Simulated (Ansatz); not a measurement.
# HfS2: the cost of one run

Program: Ansatz 0.2.0. Level of theory: DFT PBE+D3(BJ), scalar-relativistic, plane waves, PAW. These are calculated values, not measurements.

2 further runs of the same task are left out: 2 set aside as unsound or not needed.

## (1) Starting point

It takes space group P-3m1 (No. 164, trigonal). Conventional cell: a = 3.640 Å, b = 3.640 Å, c = 6.056 Å, α = 90.00°, β = 90.00°, γ = 120.00°. Hf (site symmetry -3m) has 6 S at 2.54 Å as nearest neighbours. S (site symmetry 3m) is surrounded by 3 Hf at 2.54 Å.

As a file:

```
CELL_PARAMETERS angstrom
3.63966 0.00000 0.00000
-1.81983 3.15204 0.00000
0.00000 0.00000 6.05556
ATOMIC_POSITIONS crystal
Hf 0.00000 0.00000 0.00000
S 0.66667 0.33333 0.76395
S 0.33333 0.66667 0.23605
```

The structure comes from the Materials Project (structure only).

## (7) Setting up the map

Atoms count from 1 in the order of the input.

The upper layer of a bilayer is slid over the lower one; relaxed at each slide: nothing; the origin of the map has S4 above S3; the distance between the facing planes is held at 3.84 Å.

- slide of the upper layer along the first cell vector, from S4 above S3: 6 values from 0.000 to 0.833, periodic
- slide of the upper layer along the second cell vector, from S4 above S3: 6 values from 0.000 to 0.833, periodic

Nothing else is relaxed. Points are written as (first, second).

The two vectors of the plane (Å): (3.618, 0.000, 0.000); (-1.809, 3.134, 0.000).

(The set-up runs are not shown.)

## (8) The run at (0/6, 0/6) of the map's two axes

File input.yaml:

```yaml
crystal:
  lattice:
    - [3.6183526182, 0.0, 0.0]
    - [-1.8091763091, 3.1335852872, 0.0]
    - [0.0, 0.0, 23.3215596703]
  atoms:
    - { symbol: S, position: [0.6666666667, 0.3333333333, 0.1929545049] }
    - { symbol: Hf, position: [0.0, 0.0, 0.2553598474] }
    - { symbol: S, position: [0.3333333333, 0.6666666667, 0.3177651898] }
    - { symbol: S, position: [0.3333333333, 0.6666666667, 0.4824197007] }
    - { symbol: Hf, position: [-0.3333333333, 0.3333333333, 0.5448250431] }
    - { symbol: S, position: [0.0, 1.0, 0.6072303856] }
basis:
  ecutwfc: 420
kpoints:
  mp_grid: { grid: [9, 9, 1] }
hamiltonian:
  xc: pbe
  pseudopotentials: { kind: paw, azcp: { folder: soft_1 } }
  dispersion: d3bj
scf:
  occupations: { method: gaussian, width: 0.05 }
output:
  forces: true
  eigenvalues: true
efield:
  axis: 3
  dipole_correction: true
  ramp_width: 0.04
```

On the command line:

```bash
$ ansatz run input.yaml --threads 1 --pin off --max-ram 3072MiB --backend cpu --events-out ev --progress --plain --runs-dir out
```

What time and memory should one allow on 1 thread of Intel Xeon Platinum 8488C (Sapphire Rapids), shared host?

About 11 s, with a peak of 0.52 GiB.
